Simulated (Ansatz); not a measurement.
## Property card for BaF2

The calculation used DFT r2SCAN, scalar-relativistic, plane waves, PAW (Ansatz).

Plane waves to 500 eV, a k mesh through Γ of 6×6×6 on the computed 3-atom cell and Gaussian smearing (0.02 eV); no spin polarisation.

The structure is relaxed at this level of theory with its symmetry kept.

Space group Fm-3m (No. 225). a = 6.195 Å, b = 6.195 Å, c = 6.195 Å, α = 90.00°, β = 90.00°, γ = 90.00°
```
atom site symmetry x y z
  Ba    4a m-3m  0.0000  0.0000  0.0000
   F    8c      -43m  0.2500  0.7500  0.7500
```

(1) Formation energy from the elements' standard states (uncorrected)?

(2) Generalised Kohn–Sham band gap?

(3) Löwdin character of the top 1 eV of the valence band?

(4) Electron masses at the edge by Cartesian direction of the standard setting (m_e; degenerate bands sorted by energy; no spin-orbit coupling)?

(5) Hole masses at the edge by Cartesian direction of the standard setting (m_e; degenerate bands sorted by energy; no spin-orbit coupling)?

(6) Bulk modulus?

(7) Its pressure derivative?

(8) Electronic dielectric constant xx, yy, zz of the standard setting (independent particles)?

(9) Bader charges (e)?

Spin-orbit coupling is left out, which matters for the bands of heavy elements.

## Answers

(1) -4.184 eV/atom.

(2) 7.41 eV, indirect from (-0.010, 0.229, -0.240) to Γ.

(3) F 2p 95 %.

(4) x: 0.50; y: 0.50; z: 0.50.

(5) x: 2.6; y: 4.7; z: 5.1.

(6) 61 GPa.

(7) 4.7.

(8) 2.4, 2.4, 2.4.

(9) Ba (1 in the cell) 1.72, F (2 in the cell) -0.86.

Cost: 12 runs of about 5.7 core-minutes in all, on Intel Xeon Processor @ 2.50GHz (Skylake/Cascade Lake) (shared hosts).